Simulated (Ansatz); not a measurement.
# Ge: the cost of one run

Computed with Ansatz 0.2.0 (DFT PBE, scalar-relativistic, plane waves, PAW, unless a step's input says otherwise).

### Step 1. The structure to begin with

It takes space group I4_1/amd (No. 141, tetragonal). The conventional cell has a = 6.365 Å, b = 6.365 Å, c = 4.407 Å, α = 90.00°, β = 90.00°, γ = 90.00°. Ge (site symmetry -4m2) has 4 Ge at 2.29 Å as nearest neighbours. Ge (site symmetry 2/m) is surrounded by 6 Ge at 2.29 to 2.51 Å.

As a file:

```cif
data_structure
_symmetry_space_group_name_H-M 'P 1'
_symmetry_Int_Tables_number 1
_cell_length_a 5.0114
_cell_length_b 5.0114
_cell_length_c 5.0114
_cell_angle_alpha 101.150
_cell_angle_beta 101.150
_cell_angle_gamma 127.825
_cell_volume 89.28
loop_
_atom_site_label
_atom_site_type_symbol
_atom_site_fract_x
_atom_site_fract_y
_atom_site_fract_z
_atom_site_occupancy
Ge1 Ge 0.00000 0.00000 0.00000 1
Ge2 Ge 0.75000 0.25000 0.50000 1
Ge3 Ge 0.37500 0.62500 0.75000 1
Ge4 Ge 0.37500 0.12500 0.75000 1
Ge5 Ge 0.37500 0.62500 0.25000 1
Ge6 Ge 0.87500 0.62500 0.25000 1
```

The cell is invented: 4-, 6-connected net of one element (I4_1/amd, No. 141). Its size is a rough estimate.

### Step 2. A first look at the guess

Contents of input.yaml:

```yaml
crystal:
  lattice:
    - [-3.1825548, 3.1825548, 2.2037298]
    - [3.1825548, -3.1825548, 2.2037298]
    - [3.1825548, 3.1825548, -2.2037298]
  atoms:
    - { symbol: Ge, position: [0.0, 0.0, 0.0] }
    - { symbol: Ge, position: [0.75, 0.25, 0.5] }
    - { symbol: Ge, position: [0.375, 0.625, 0.75] }
    - { symbol: Ge, position: [0.375, 0.125, 0.75] }
    - { symbol: Ge, position: [0.375, 0.625, 0.25] }
    - { symbol: Ge, position: [0.875, 0.625, 0.25] }
basis:
  ecutwfc: 420
kpoints:
  mp_grid: { grid: [6, 6, 6] }
hamiltonian:
  xc: pbe
scf:
  occupations: { method: gaussian, width: 0.1 }
  lower_state_search: "off"
output:
  forces: true
  stress: true
  eigenvalues: true
```

Started as:

```
$ ansatz run input.yaml --threads 1 --pin off --max-ram 2560MiB --backend cpu --events-out ev --progress --plain --runs-dir out
```

Q: Estimate wall time and peak memory on 1 thread of Arm Neoverse V1, shared host.

About 8 s, with a peak of 0.39 GiB.
